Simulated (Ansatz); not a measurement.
# Sn (Fd-3m) in Ansatz: a series of runs

One crystal, Sn, is run at these levels: PBE; tasks: single point.

All numbers are computed with Ansatz 0.2.0; they aren't measurements. Logs are shortened: lines on timing, memory, paths and dates and some standing lists are left out, and cuts for length are marked.

### 1 Starting point

Symmetry: Fd-3m, No. 227, cubic system. The conventional cell has a = 6.467 Å, b = 6.467 Å, c = 6.467 Å, α = 90.00°, β = 90.00°, γ = 90.00°. Sn (site symmetry -43m) has 4 Sn at 2.80 Å as nearest neighbours.

This isn't the form of Sn at room conditions, which is tetragonal (white tin).

### 2 Single point, PBE

The input, input.yaml:

```yaml
crystal:
  lattice:
    - [0.0, 3.2333428, 3.2333428]
    - [3.2333428, 0.0, 3.2333428]
    - [3.2333428, 3.2333428, 0.0]
  atoms:
    - { symbol: Sn, position: [0.75, 0.75, 0.75] }
    - { symbol: Sn, position: [0.5, 0.5, 0.5] }
hamiltonian:
  xc: pbe
  pseudopotentials: { kind: paw }
kpoints:
  mp_grid: { grid: [7, 7, 7] }
scf:
  occupations: { method: gaussian, width: 0.015 }
output:
  forces: true
  stress: true
  eigenvalues: true
```

Potentials or basis: Ansatz PAW.

Command:

```sh
> ansatz run input.yaml --threads 2 --pin off --max-ram 5632MiB --backend cpu --events-out ev --progress --plain --runs-dir out
```

What it wrote:

```text
Warning: RAYON_NUM_THREADS=2 ignored (pool sized by the plan → 2); use --threads N
Engine: ansatz 0.2.0, x86_64-unknown-linux-gnu
Pseudopotentials: kind: paw
Pseudopotential: Sn, paw, valence charge 14, recommended cutoff 420 eV (normal), Sn.paw.azcp
Functional definition: PBE
  parameter kappa = 0.804
  parameter beta = 0.06672455060314922
  exchange = pbe_x(kappa = kappa, mu = beta*pi^2/3)
  correlation = pbe_c(beta = beta)
Crystal: 2 atoms, lattice volume = 67.606 Å³
Basis set: ecut = 420 eV, 1363 PW (Γ), exchange–correlation on 64×64×64 points (8 copies of the dense FFT grid, shifted against one another)
Bands: 18, of which v1, the nominal top of the filled ones, is band 14 counted from 1 (13 counted from 0)
Symmetry: 48 space group operations
Space group: Fd-3m (ITA 227), of the structure as read, at distance tolerance 4.1e-5 Å
k-points: 20 of 343
Non-local potential: Sn, projectors of the file, l = 0: 2, l = 1: 2, l = 2: 2, l = 3: 2
PAW form: soft (Blöchl's): semilocal exchange-correlation on the pseudo side does not see the compensation charge
PAW one-centre angular grid: Sn, 590 points (default); XC on 64 Gauss nodes
Initial density: superposition of atomic densities (neutral atoms: chi_scale 0, normalization atom), corrected by the library's trained network
Initial wavefunctions: pseudopotential atomic-orbital guess
Functional: x = pbe(κ = 0.804, μ = 0.2195149727645171), c = pbe(β = 0.06672455060314922)
SCF iter   1: F=—  HF=-12048.342509 eV  |F-HF|=—  |Δ(HF+E_count)|=         —  Δρ=6.64e-4  dr2=2.65e-4  ethr=1.77e-3  ⟨swp⟩=6.2  Hψ=1959  notcnv=0
preconditioner: auto → LDOS  [insulator: Δε(μ)=0.324 eV  Ē_g=20.191 eV  σ=0.015 eV  W_gap=0.75  n_scr=14 (ndim 8)  ℏωp=23.9 eV  f_vac=0.091  D(μ)=1.40/eV (n_scr^D=8)  ε∞_Penn≈2.4  β→1.0]
SCF iter   2: F=—  HF=-12048.341768 eV  |F-HF|=—  |Δ(HF+E_count)|=   7.41e-4  Δρ=7.34e-4  dr2=3.56e-4  ethr=9.46e-7  ⟨swp⟩=2.0  Hψ=880  notcnv=0
SCF iter   3: F=—  HF=-12048.341596 eV  |F-HF|=—  |Δ(HF+E_count)|=   1.72e-4  Δρ=1.44e-4  dr2=3.23e-5  ethr=9.46e-7  ⟨swp⟩=2.0  Hψ=716  notcnv=0
SCF iter   4: F=—  HF=-12048.341626 eV  |F-HF|=—  |Δ(HF+E_count)|=   2.95e-5  Δρ=1.56e-4  dr2=1.04e-5  ethr=1.15e-7  ⟨swp⟩=2.0  Hψ=642  notcnv=0
SCF iter   5: F=—  HF=-12048.341620 eV  |F-HF|=—  |Δ(HF+E_count)|=   5.12e-6  Δρ=2.78e-5  dr2=3.27e-7  ethr=3.72e-8  ⟨swp⟩=2.0  Hψ=572  notcnv=0
SCF iter   6: F=-12048.341620 eV  HF=-12048.341620 eV  |F-HF|=2.86e-10  |Δ(HF+E_count)|=   1.86e-7  Δρ=1.14e-6  dr2=4.07e-10  ethr=3.57e-10  ⟨swp⟩=5.8  Hψ=1676  notcnv=0
SCF 1 converged in 6 iterations: F = -12048.341620 eV  dr2 = 4.07e-10
SCF converged after 6 iterations
Free energy (F): -12048.341620 eV
Harris-Foulkes:  -12048.341620 eV  (|F-HF|=2.86e-10)
Internal energy: -12048.341463 eV  (E = F + TS)
E sigma→0 (E₀):  -12048.341542 eV
Entropy (-TS):   -0.000157 eV (-0.079 meV/atom)
Fermi energy:    8.009549 eV
--- Per-component energies (eV) ---
  E_band       = -244.621374
  E_kinetic    = 375.353909
  E_local      = -2288.345911  (includes V_loc(G=0)·N_el)
  E_nonlocal   = -63.817065
  E_hartree    = 1319.934550
  E_xc         = -764.303535
  E_vxc        = -191.374371  (∫ρ·V_xc dr)
  E_paw        = -8276.140733  (= ΣΔE_a)
  E_vpaw       = -716.306947  (= ΣTr[D̂ρ^β])
  E_aug_tail   = -0.000001  (compensation charges beyond the density's cutoff)
  E_ewald      = -2351.022677
  E_smearing   = -0.000157  (= −TS)
  E_closure    = -0.000000  (closes the sum)
  Σ components = -12048.341620   (vs F -12048.341620, Δ=0.00e0)
--- Forces (eV/Å), atoms counted from 1 ---
  atom   1  Sn     0.00000000    -0.00000000    -0.00000000
  atom   2  Sn     0.00000000     0.00000000    -0.00000000
  max |Σ_I F_I| component: 2.08e-17 eV/Å
--- Stress (GPa, compression-positive) ---
        3.829436       0.000000       0.000000
        0.000000       3.829436       0.000000
        0.000000      -0.000000       3.829436
  P = ⅓ Tr σ = 3.8294 GPa (38.294 kbar)
--- Band table (eV; the first three rows and the last of 20) ---
  k-point 0: bands = ["-13.7379", "-13.7379", "-13.7379", "-13.6770", "-13.6770", "-13.3583", "-13.3583", "-13.3583", "-13.3484", "-13.3484", "-2.7078", "7.4088", "8.0544", "8.0544", "8.0544", "10.1293", "10.1293", "10.1293"]
  k-point 1: bands = ["-13.7514", "-13.7514", "-13.7329", "-13.6575", "-13.6575", "-13.3844", "-13.3844", "-13.3646", "-13.3258", "-13.3258", "-2.5088", "5.5430", "7.6970", "7.6970", "8.5892", "10.5863", "10.5863", "11.0536"]
  k-point 2: bands = ["-13.7674", "-13.7674", "-13.7215", "-13.6300", "-13.6300", "-13.4081", "-13.4081", "-13.3791", "-13.3085", "-13.3085", "-1.9431", "3.4358", "7.1746", "7.1746", "8.2622", "11.1261", "11.1261", "13.0492"]
  k-point 19: bands = ["-13.8131", "-13.8001", "-13.6280", "-13.5581", "-13.5390", "-13.5056", "-13.4998", "-13.4452", "-13.2701", "-13.2574", "0.0294", "0.9321", "4.5938", "5.4141", "10.1929", "11.9233", "12.5361", "12.5410"]
```

It took 2.7 s on 2 threads of Intel Xeon at 2.50GHz (Skylake/Cascade Lake), shared host; peak memory 0.34 GiB.

Results:

* Free energy: -12048.3416 eV
* Pressure: 3.8 GPa
* Band gap on the k mesh: none (metal or under the smearing width)

### 3 Single point, PBE

input.yaml, as its differences from that of step 2:

```diff
@@ -14,3 +14,3 @@
 scf:
-  occupations: { method: gaussian, width: 0.015 }
+  occupations: { method: gaussian, width: 0.016 }
 output:
@@ -19 +19,5 @@
   eigenvalues: true
+  write_density: true
+  write_potential: true
+  elf: true
+  volumetric_format: npy
```

Potentials or basis: Ansatz PAW.

Command:

```sh
> ansatz run input.yaml --threads 2 --pin off --max-ram 5632MiB --backend cpu --events-out ev --progress --plain --runs-dir out
```

It took 3.6 s on 2 threads of Intel Xeon at 2.50GHz (Skylake/Cascade Lake), shared host; peak memory 0.34 GiB.

The run converged. Its results:

```
Free energy            : -12048.3416 eV
Pressure               : 3.8 GPa
Band gap on the k mesh : none (metal or under the smearing width)
```

Levels at points of the mesh, in eV from the Fermi level:
```csv
k point,band 11,band 12,band 13,band 14,band 15,band 16,band 17,band 18
"(0.00, 0.00, 0.00)",-10.72,-0.60,0.05,0.05,0.05,2.12,2.12,2.12
```

### 4 Single point, PBE

input.yaml, as its differences from that of step 3:

```diff
@@ -14,3 +14,3 @@
 scf:
-  occupations: { method: gaussian, width: 0.016 }
+  occupations: { method: gaussian, width: 0.017 }
 output:
@@ -19,5 +19 @@
   eigenvalues: true
-  write_density: true
-  write_potential: true
-  elf: true
-  volumetric_format: npy
```

Command:

```sh
> ansatz run input.yaml --threads 2 --pin off --max-ram 5632MiB --backend cpu --events-out ev --progress --plain --runs-dir out
```

It took 2.8 s on 2 threads of Intel Xeon at 2.50GHz (Skylake/Cascade Lake), shared host; peak memory 0.34 GiB.

Results (log left out):

```yaml
Free_energy: -12048.3416 eV
Pressure: 3.8 GPa
Band_gap_on_the_k_mesh: none (metal or under the smearing width)
```

Levels at points of the mesh, in eV from the Fermi level:
```csv
k point,band 11,band 12,band 13,band 14,band 15,band 16,band 17,band 18
"(0.00, 0.00, 0.00)",-10.72,-0.60,0.05,0.05,0.05,2.12,2.12,2.12
```

### 5 Single point, PBE

input.yaml, as its differences from that of step 4:

```diff
@@ -14,3 +14,3 @@
 scf:
-  occupations: { method: gaussian, width: 0.017 }
+  occupations: { method: gaussian, width: 0.018 }
 output:
@@ -19 +19,5 @@
   eigenvalues: true
+  write_density: true
+  write_potential: true
+  elf: true
+  volumetric_format: npy
```

Command:

```sh
> ansatz run input.yaml --threads 2 --pin off --max-ram 5632MiB --backend cpu --events-out ev --progress --plain --runs-dir out
```

Wall time 4.1 s (2 threads of Intel Xeon at 2.50GHz (Skylake/Cascade Lake), shared host); peak memory 0.35 GiB.

Results (log left out):

| Quantity | Value |
| --- | --- |
| Free energy | -12048.3417 eV |
| Pressure | 3.8 GPa |
| Band gap on the k mesh | none (metal or under the smearing width) |

Levels at points of the mesh, in eV from the Fermi level:
```csv
k point,band 12,band 13,band 14,band 15,band 16,band 17
"(0.00, 0.00, 0.00)",-0.60,0.05,0.05,0.05,2.12,2.12
```

### 6 Single point, PBE

input.yaml, as its differences from that of step 5:

```diff
@@ -14,3 +14,3 @@
 scf:
-  occupations: { method: gaussian, width: 0.018 }
+  occupations: { method: gaussian, width: 0.019 }
 output:
@@ -19,5 +19 @@
   eigenvalues: true
-  write_density: true
-  write_potential: true
-  elf: true
-  volumetric_format: npy
```

Potentials or basis: Ansatz PAW.

Command:

```sh
> ansatz run input.yaml --threads 2 --pin off --max-ram 5632MiB --backend cpu --events-out ev --progress --plain --runs-dir out
```

What it wrote:

```text
Warning: RAYON_NUM_THREADS=2 ignored (pool sized by the plan → 2); use --threads N
[... 8 set-up lines as earlier in the session ...]
Crystal: 2 atoms, lattice volume = 67.606 Å³
Basis set: ecut = 420 eV, 1363 PW (Γ), exchange–correlation on 64×64×64 points (8 copies of the dense FFT grid, shifted against one another)
Bands: 18, of which v1, the nominal top of the filled ones, is band 14 counted from 1 (13 counted from 0)
[... 1 set-up line as earlier in the session ...]
[... 28 lines left out ...]
  E_nonlocal   = -63.817012
  E_hartree    = 1319.934830
  E_xc         = -764.303512
  E_vxc        = -191.374344  (∫ρ·V_xc dr)
  E_paw        = -8276.140828  (= ΣΔE_a)
  E_vpaw       = -716.307053  (= ΣTr[D̂ρ^β])
  E_aug_tail   = -0.000001  (compensation charges beyond the density's cutoff)
  E_ewald      = -2351.022677
  E_smearing   = -0.000199  (= −TS)
  E_closure    = -0.000000  (closes the sum)
  Σ components = -12048.341662   (vs F -12048.341662, Δ=0.00e0)
--- Forces (eV/Å), atoms counted from 1 ---
  atom   1  Sn    -0.00000000     0.00000000     0.00000000
  atom   2  Sn     0.00000000     0.00000000     0.00000000
  max |Σ_I F_I| component: 4.63e-18 eV/Å
--- Stress (GPa, compression-positive) ---
        3.829414       0.000000      -0.000000
        0.000000       3.829414       0.000000
       -0.000000      -0.000000       3.829414
  P = ⅓ Tr σ = 3.8294 GPa (38.294 kbar)
--- Band table (eV; the first three rows and the last of 20) ---
  k-point 0: bands = ["-13.7379", "-13.7379", "-13.7379", "-13.6770", "-13.6770", "-13.3583", "-13.3583", "-13.3583", "-13.3484", "-13.3484", "-2.7078", "7.4088", "8.0544", "8.0544", "8.0544", "10.1293", "10.1293", "10.1293"]
  k-point 1: bands = ["-13.7515", "-13.7515", "-13.7330", "-13.6576", "-13.6576", "-13.3844", "-13.3844", "-13.3646", "-13.3259", "-13.3259", "-2.5088", "5.5429", "7.6970", "7.6970", "8.5892", "10.5863", "10.5863", "11.0536"]
  k-point 2: bands = ["-13.7674", "-13.7674", "-13.7215", "-13.6300", "-13.6300", "-13.4082", "-13.4082", "-13.3792", "-13.3085", "-13.3085", "-1.9431", "3.4358", "7.1746", "7.1746", "8.2622", "11.1261", "11.1261", "13.0492"]
  k-point 19: bands = ["-13.8131", "-13.8001", "-13.6281", "-13.5581", "-13.5391", "-13.5057", "-13.4998", "-13.4452", "-13.2701", "-13.2574", "0.0294", "0.9321", "4.5938", "5.4141", "10.1929", "11.9233", "12.5361", "12.5410"]
```

Wall time 2.7 s (2 threads of Intel Xeon at 2.50GHz (Skylake/Cascade Lake), shared host); peak memory 0.34 GiB.

What came out:

```yaml
Free_energy: -12048.3417 eV
Pressure: 3.8 GPa
Band_gap_on_the_k_mesh: none (metal or under the smearing width)
```

### 7 Overview

```tsv
smearing	gap on the mesh (eV)	pressure (GPa)
gaussian 0.015 eV	none	3.8
gaussian 0.016 eV	none	3.8
gaussian 0.017 eV	none	3.8
gaussian 0.018 eV	none	3.8
gaussian 0.019 eV	none	3.8
```

Alike in all rows: task single point; level PBE; potentials or basis Ansatz PAW; no spin polarisation; cell as given; k mesh 7 × 7 × 7; cutoff (eV) 420.

Every run on the cell as given and a fine mesh finds a metal.

Total energies depend on the potentials used, so only differences within one code and one set of settings carry meaning.
